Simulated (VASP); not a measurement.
# SnSe (Fm-3m) in VASP: a series of runs, part 2 of 2

VASP 6.6.1. Earlier steps stand in the parts before.

## 4. Single point, PBE

This run uses another cell than the first one, of 26.59 Å³/atom, 1.004 times its volume.

The input, INCAR:

```
SYSTEM = SnSe
PREC = Accurate ; ENCUT = 520
EDIFF = 1E-6 ; ISMEAR = -1
SIGMA = 0.02 ; LREAL = .False.
LASPH = .True. ; NELM = 100
ALGO = Normal ; ISIF = 2
LWAVE = .False. ; LCHARG = .True.
GGA = PE ; LELF = .True.
LVHAR = .True. ; NBANDS = 17
```

The input, KPOINTS:

```
regular mesh
0
Gamma
  8 8 8
  0 0 0
```

The input, POSCAR:

```
SnSe
1.0
    0.0000000000      2.9848894932      2.9848894932
    2.9848894932      0.0000000000      2.9848894932
    2.9848894932      2.9848894932      0.0000000000
Sn Se
1 1
Direct
    0.0000000000      0.0000000000      0.0000000000
    0.5000000000      0.5000000000      0.5000000000
```

Potentials or basis: VASP PAW PBE potentials, release 64 (Sn_d, Se).

Launch:

```sh
> cat potpaw_PBE.64/Sn_d/POTCAR potpaw_PBE.64/Se/POTCAR > POTCAR
> mpirun -np 1 vasp_std > vasp.out
```

OUTCAR:

```text
SYSTEM = SnSe
   PREC = Accurate
   ENCUT = 520
   EDIFF = 1E-6
   ISMEAR = -1
   LREAL = .False.
   LASPH = .True.
   NELM = 100
   ISIF = 2
   GGA = PE

 ion  position               nearest neighbor table
   1  0.000  0.000  0.000-   2 2.98   2 2.98   2 2.98   2 2.98   2 2.98   2 2.98
   2  0.500  0.500  0.500-   1 2.98   1 2.98   1 2.98   1 2.98   1 2.98   1 2.98

  LATTYP: Found a face centered cubic cell.
 ALAT       =     5.9697789864

  Lattice vectors:

 A1 = (   0.0000000000,   2.9848894932,   2.9848894932)
 A2 = (   2.9848894932,   0.0000000000,   2.9848894932)
 A3 = (   2.9848894932,   2.9848894932,   0.0000000000)

Analysis of symmetry for initial positions (statically):
=====================================================================
 Subroutine PRICEL returns:
 Original cell was already a primitive cell.

 Routine SETGRP: Setting up the symmetry group for a
 face centered cubic supercell.

 Subroutine GETGRP returns: Found 48 space group operations
 (whereof 48 operations were pure point group operations)
 out of a pool of 48 trial point group operations.

The static configuration has the point symmetry O_h .

Analysis of symmetry for dynamics (positions and initial velocities):
=====================================================================
 Subroutine PRICEL returns:
 Original cell was already a primitive cell.

 Routine SETGRP: Setting up the symmetry group for a
 face centered cubic supercell.

 Subroutine GETGRP returns: Found 48 space group operations
 (whereof 48 operations were pure point group operations)
 out of a pool of 48 trial point group operations.

The dynamic configuration has the point symmetry O_h .

 Subroutine INISYM returns: Found 48 space group operations
 (whereof 48 operations are pure point group operations),
 and found     1 'primitive' translations

----------------------------------------------------------------------------------------

                                     Primitive cell

  volume of cell :      53.1881

  direct lattice vectors                    reciprocal lattice vectors
     0.000000000  2.984889493  2.984889493    -0.167510389  0.167510389  0.167510389
     2.984889493  0.000000000  2.984889493     0.167510389 -0.167510389  0.167510389
     2.984889493  2.984889493  0.000000000     0.167510389  0.167510389 -0.167510389

  length of vectors
     4.221271203  4.221271203  4.221271203     0.290136504  0.290136504  0.290136504

  position of ions in fractional coordinates (direct lattice)
     0.000000000  0.000000000  0.000000000
     0.500000000  0.500000000  0.500000000

  ion indices of the primitive-cell ions
   primitive index   ion index
                 1           1
                 2           2

----------------------------------------------------------------------------------------

 KPOINTS: regular mesh

Automatic generation of k-mesh.
 Grid dimensions read from file:
 generate k-points for:    8    8    8

 Generating k-lattice:

  Cartesian coordinates                     Fractional coordinates (reciprocal lattice)
    -0.020938799  0.020938799  0.020938799     0.125000000  0.000000000  0.000000000
     0.020938799 -0.020938799  0.020938799     0.000000000  0.125000000  0.000000000
     0.020938799  0.020938799 -0.020938799     0.000000000  0.000000000  0.125000000

  Length of vectors
     0.036267063  0.036267063  0.036267063

  Shift w.r.t. Gamma in fractional coordinates (k-lattice)
     0.000000000  0.000000000  0.000000000

 Subroutine IBZKPT returns following result:
 ===========================================

 Found     29 irreducible k-points:

 Following reciprocal coordinates:
            Coordinates               Weight
  0.000000  0.000000  0.000000      1.000000
  0.125000  0.000000  0.000000      8.000000
  0.250000  0.000000  0.000000      8.000000
  0.375000  0.000000  0.000000      8.000000
  0.500000  0.000000  0.000000      4.000000
  0.125000  0.125000  0.000000      6.000000
[... 16 lines left out ...]
  0.500000  0.250000  0.125000     48.000000
 -0.375000  0.250000  0.125000     24.000000
 [... further k-points ...]
   k-points           NKPTS =     29   k-points in BZ     NKDIM =     29   number of bands    NBANDS=     17
   number of dos      NEDOS =    301   number of ions     NIONS =      2
   total plane-waves  NPLWV =  32768
   dimension x,y,z NGX =    32 NGY =   32 NGZ =   32
   dimension x,y,z NGXF=    64 NGYF=   64 NGZF=   64
   ions per type =               1   1
   NGX,Y,Z   is equivalent  to a cutoff of  12.60, 12.60, 12.60 a.u.
   NGXF,Y,Z  is equivalent  to a cutoff of  25.21, 25.21, 25.21 a.u.
 SYSTEM =  SnSe
   PREC   = accura    normal or accurate (medium, high low for compatibility)
   ISTART =      0    job   : 0-new  1-cont  2-samecut
   ICHARG =      2    charge: 1-file 2-atom 10-const
   ISPIN  =      1    spin polarized calculation?
   LNONCOLLINEAR =      F non collinear calculations
   LSORBIT =      F    spin-orbit coupling
   LASPH  =      T    aspherical Exc in radial PAW
   ENCUT  =  520.0 eV  38.22 Ry    6.18 a.u.   7.85  7.85  7.85*2*pi/ulx,y,z
   NELM   =    100;   NELMIN=  2; NELMDL= -5     # of ELM steps
   EDIFF  = 0.1E-05   stopping-criterion for ELM
   LREAL  =      F    real-space projection
   EDIFFG = 0.1E-04   stopping-criterion for IOM
   NSW    =      0    number of steps for IOM
   IBRION =     -1    ionic relax: 0-MD 1-quasi-New 2-CG
   NFREE  =      0    steps in history (QN), initial steepest desc. (CG)
   ISIF   =      2    stress and relaxation
   ISYM   =      2    0-nonsym 1-usesym 2-fastsym
   POTIM  = 0.5000    time-step for ionic-motion
   TEBEG  =    0.0;   TEEND  =   0.0 temperature during run
   PSTRESS=    0.0 pullay stress
   NELECT =      20.0000    total number of electrons
   NUPDOWN=      -1.0000    fix difference up-down
   EMIN   =  10.00;   EMAX   =-10.00  energy-range for DOS
   EFERMI =   0.00;   METHOD = LEGACY
   ISMEAR =    -1;   SIGMA  =   0.02  broadening in eV -4-tet -1-fermi 0-gaus
   EFERMI_NEDOS =   21; number of points for ismear=-14 and -15
   IALGO  =     38    algorithm
   IMIX   =      4    mixing-type and parameters
     AMIX     =   0.40;   BMIX     =  1.00
     AMIX_MAG =   1.60;   BMIX_MAG =  1.00
  volume/ion in A,a.u.               =      26.59       179.47
  Fermi-wavevector in a.u.,A,eV,Ry     =   1.181626  2.232949 18.996987  1.396239
  Thomas-Fermi vector in A             =   2.317895
   LORBIT       =      0    0 simple, 1 ext, 2 COOP (PROOUT), +10 PAW based schemes
   GGA     = PE    functional components
   LHFCALC =     F    Hartree Fock is set to
   AEXX    =    0.0000 exact exchange contribution
   IVDW    =     0    specifies the selected vdW correction
   LEPSILON=     F    determine dielectric tensor
   LRPA    =     F    only Hartree local field effects (RPA)
 non-spin polarized calculation
  energy-cutoff  :      520.00
  volume of cell :       53.19
 maximum number of plane-waves:      1459
   NGX = 15   NGY = 15   NGZ = 15

 number of electron      20.0000008 magnetization

 Free energy of the ion-electron system (eV)
  ---------------------------------------------------
  ext. energy  EPLUGINS =         0.00000000
  ---------------------------------------------------
  free energy    TOTEN  =        -8.20505318 eV

  energy without entropy =       -8.20505318  energy(sigma->0) =       -8.20505318

 E-fermi :   6.1805     XC(G=0):  -9.7146

 val. band max:        5.8482847452   @ k =   0.5000   0.0000   0.0000
 cond. band min:       6.5431693118   @ k =   0.5000   0.0000   0.0000
 fundamental gap:      0.6948845666
 Fermi energy:         6.1804678326

 k-point     1 :       0.0000    0.0000    0.0000
  band No.  band energies     occupation
      1     -15.7312      2.00000
      2     -15.7312      2.00000
      3     -15.7312      2.00000
      4     -15.7301      2.00000
      5     -15.7301      2.00000
      6      -8.1712      2.00000
[... 9 lines left out ...]
     16      11.7043      0.00000
     17      14.0535      0.00000

 k-point     2 :       0.1250    0.0000    0.0000
  band No.  band energies     occupation
      1     -15.7316      2.00000
      2     -15.7316      2.00000
      3     -15.7308      2.00000
      4     -15.7288      2.00000
      5     -15.7288      2.00000
      6      -8.0568      2.00000
[... 9 lines left out ...]
     16      12.0842      0.00000
     17      15.1198      0.00000
[... 421 lines left out ...]
 k-point    24 :      -0.3750    0.2500    0.1250
  band No.  band energies     occupation
      1     -15.7454      2.00000
      2     -15.7340      2.00000
      3     -15.7256      2.00000
      4     -15.7214      2.00000
      5     -15.7156      2.00000
      6      -7.0262      2.00000
[... 9 lines left out ...]
     16      16.7421      0.00000
     17      16.8035      0.00000

 [... further k-points ...]
[... 5 lines left out ...]
  --------------------------------------------------------------------------------------
  -------------------------------------------------------------------------------------
  Total        0.7662470      0.7662470      0.7662470     -0.0000000     -0.0000000      0.0000000
  in kB       23.0815298     23.0815298     23.0815298     -0.0000000     -0.0000000      0.0000000
  external PRESSURE =      23.0815298 kB  Pullay stress =       0.0000000 kB

 VOLUME and BASIS-vectors are now :
 -----------------------------------------------------------------------------
  energy-cutoff  :      520.00
  volume of cell :       53.19
      direct lattice vectors                 reciprocal lattice vectors
     0.000000000  2.984889493  2.984889493    -0.167510389  0.167510389  0.167510389
     2.984889493  0.000000000  2.984889493     0.167510389 -0.167510389  0.167510389
     2.984889493  2.984889493  0.000000000     0.167510389  0.167510389 -0.167510389

 POSITION                                       TOTAL-FORCE (eV/Angst)
 -----------------------------------------------------------------------------------
      0.00000      0.00000      0.00000        -0.000000      0.000000     -0.000000
      2.98489      2.98489      2.98489         0.000000      0.000000      0.000000
 -----------------------------------------------------------------------------------
    total drift:                                0.000000     -0.000000     -0.000000

  FREE ENERGIE OF THE ION-ELECTRON SYSTEM (eV)
  ---------------------------------------------------
  free  energy   TOTEN  =        -8.2050531826 eV

  energy  without entropy=       -8.2050531819  energy(sigma->0) =       -8.20505318
```

OSZICAR:

```text
N       E                     dE             d eps       ncg     rms          rms(c)
DAV:   1     0.132942021024E+03    0.13294E+03   -0.98523E+03  1003   0.147E+03
DAV:   2     0.456277250386E+01   -0.12838E+03   -0.12410E+03  1027   0.348E+02
DAV:   3    -0.805853487900E+01   -0.12621E+02   -0.12482E+02  1218   0.955E+01
DAV:   4    -0.836602627337E+01   -0.30749E+00   -0.30725E+00  1124   0.156E+01
DAV:   5    -0.837454383708E+01   -0.85176E-02   -0.85171E-02  1459   0.258E+00    0.320E+00
DAV:   6    -0.820473595907E+01    0.16981E+00   -0.40985E-01  1389   0.377E+00    0.192E+00
DAV:   7    -0.820312759118E+01    0.16084E-02   -0.77736E-02  1175   0.125E+00    0.928E-01
DAV:   8    -0.820514351525E+01   -0.20159E-02   -0.81503E-03  1193   0.817E-01    0.110E-01
DAV:   9    -0.820498834260E+01    0.15517E-03   -0.12567E-03  1428   0.304E-01    0.480E-02
DAV:  10    -0.820504789734E+01   -0.59555E-04   -0.15602E-04  1198   0.709E-02    0.114E-02
DAV:  11    -0.820505288331E+01   -0.49860E-05   -0.18215E-05  1325   0.380E-02    0.289E-03
DAV:  12    -0.820505318257E+01   -0.29926E-06   -0.12282E-06   980   0.115E-02
   1 F= -.82050532E+01 E0= -.82050532E+01  d E =-.686198E-09
```

Wall time 18 s (1 thread of AMD EPYC 9R45 (Zen 5), shared host); peak memory 0.16 GiB.

Results:

```yaml
Free_energy: -8.2051 eV
Pressure: 2.3 GPa
Band_gap_on_the_k_mesh: 0.69 eV, direct
```

Caveat: spin-orbit coupling is left out, which moves the levels of the heavy elements.

## 5. Single point, LDA

This run uses another cell than the first one, of 26.59 Å³/atom, 1.004 times its volume.

The input, INCAR:

```
ALGO = Normal
EDIFF = 1E-6
ENCUT = 520
ISIF = 2
ISMEAR = 0
LASPH = True
LCHARG = True
LELF = True
LREAL = False
LVHAR = True
LWAVE = False
NBANDS = 17
NELM = 100
PREC = Accurate
SIGMA = 0.01
```

The input, KPOINTS:

```
k-points
0
Gamma
  8 8 8
```

POSCAR is that of step 4.

Potentials or basis: VASP PAW LDA potentials, release 64 (Sn_d, Se).

Launch:

```sh
> cat potpaw_LDA.64/Sn_d/POTCAR potpaw_LDA.64/Se/POTCAR > POTCAR
> mpirun -np 1 vasp_std > vasp.out
```

Wall time 11 s (1 thread of AMD EPYC 9R45 (Zen 5), shared host); peak memory 0.14 GiB.

The run converged. Its results:

* Free energy: -9.4973 eV
* Pressure: -2.0 GPa
* Band gap on the k mesh: 0.73 eV, indirect (least direct gap 0.74 eV)

Levels at points of the mesh, in eV from the valence-band top:
| k point | band 8 | band 9 | band 10 | band 11 | band 12 | band 13 |
| --- | --- | --- | --- | --- | --- | --- |
| (0.00, 0.00, 0.00) | -2.12 | -2.12 | -2.12 | 4.43 | 4.43 | 4.43 |
| (0.50, 0.00, 0.00) | -1.86 | -1.86 | 0.00 | 0.74 | 1.29 | 1.29 |
| (0.50, 0.50, 0.00) | -5.53 | -3.63 | -3.63 | 3.02 | 5.51 | 5.51 |

Caveat: spin-orbit coupling is left out, which moves the levels of the heavy elements. A k mesh can miss the band edges.

## 6. Summary

| task | level | potentials or basis | cell | k mesh | cutoff (eV) | smearing | gap on the mesh (eV) | pressure (GPa) |
| --- | --- | --- | --- | --- | --- | --- | --- | --- |
| single point | PBE+D3(BJ) | VASP PAW PBE potentials, release 64 (Sn_d, Se) | Fm-3m, 26.48 Å³/atom | 6 × 6 × 6 | 520 | fermi-dirac 0.02 eV | 0.71 | 0.0 |
| relaxation of cell and atoms | PBE+D3(BJ) | VASP PAW PBE potentials, release 64 (Sn_d, Se) | relaxed | 6 × 6 × 6 | 600 | fermi-dirac 0.02 eV | 0.71 | 0.0 |
| single point | PBE | VASP PAW PBE potentials, release 64 (Sn_d, Se) | Fm-3m, 26.59 Å³/atom | 8 × 8 × 8 | 520 | fermi-dirac 0.02 eV | 0.69 | 2.3 |
| single point | LDA | VASP PAW LDA potentials, release 64 (Sn_d, Se) | Fm-3m, 26.59 Å³/atom | 8 × 8 × 8 | 520 | gaussian 0.01 eV | 0.73 | -2.0 |

Alike in all rows: no spin polarisation.

Caveats: spin-orbit coupling is left out, which moves the levels of the heavy elements.

Absolute energies hang on the potentials; compare differences alone.
